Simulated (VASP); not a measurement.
Write the native input for VASP 6.6.1 that does the following.

| Property | Result |
| --- | --- |
| Task | single point |
| Functional | PBE |
| Potentials or basis | VASP PAW PBE potentials, release 64 (Mn_pv, O) |
| Cutoff | 520 eV |
| k mesh | 11 × 11 × 6 |
| Occupations | fermi-dirac, width 0.05 eV |
| Spin | collinear spin, ferromagnetic start |
| Starting moments | [4.0, 0.0, 0.0] μB |
| Further INCAR settings | ALGO = Normal; EDIFF = 1e-07; NBANDS = 24 |

The structure of MnO2 lies in POSCAR:

```
MnO2
1.0
    2.8565781804      0.0000000000      0.0000000000
   -1.4282890902      2.4738692722      0.0000000000
    0.0000000000      0.0000000000      4.6013740589
Mn O
1 2
Direct
   -0.0282480000     -0.0138430000      0.5050870000
    0.3461540000      0.6677230000      0.7044410000
    0.6862270000      0.3347620000      0.3077070000
```

The cell comes from a database or a generator and needn't be the stable form of this composition.

The cell isn't the ideal one: atoms moved at random, drawn with an rms of 0.05 Å.

These files were run (other wordings do the same):

INCAR

```
SYSTEM = MnO2
  PREC = Accurate
  ENCUT = 520
  EDIFF = 1E-7
  ISMEAR = -1
  SIGMA = 0.05
  LREAL = .FALSE.
  LASPH = .TRUE.
  NELM = 120
  ALGO = Normal
  ISIF = 2
  LWAVE = .FALSE.
  LCHARG = .FALSE.
  ISPIN = 2
  MAGMOM = 4 0 0
  LORBIT = 11
  LMAXMIX = 4
  GGA = PE
  NBANDS = 24
```

KPOINTS

```
regular mesh
0
G
  11 11 6
  0 0 0
```

Potentials or basis: VASP PAW PBE potentials, release 64 (Mn_pv, O).

Run with:

```console
$ cat potpaw_PBE.64/Mn_pv/POTCAR potpaw_PBE.64/O/POTCAR > POTCAR
$ mpirun -np 1 vasp_std > vasp.out
```

It gave:

```json
{"Pressure": "13.2 GPa", "Largest force": "1.827 eV/Å", "Band gap on the k mesh": "0.67 eV, direct", "Net moment": "3.00 μB per cell", "Site moments": "Mn +2.80; O +0.06 μB", "Valence electrons inside the program's atomic spheres": "Mn 11.84; O 5.02, 5.03"}
```

Caveat: an odd mesh through Γ misses points on the zone boundary, where band edges often lie; a cell with one magnetic atom can't hold antiferromagnetic order, which such compounds often take.

Run time: 7 min on 1 thread of Intel(R) Xeon(R) Platinum 8488C (Sapphire Rapids), with other jobs on the host, peak memory 0.48 GiB.
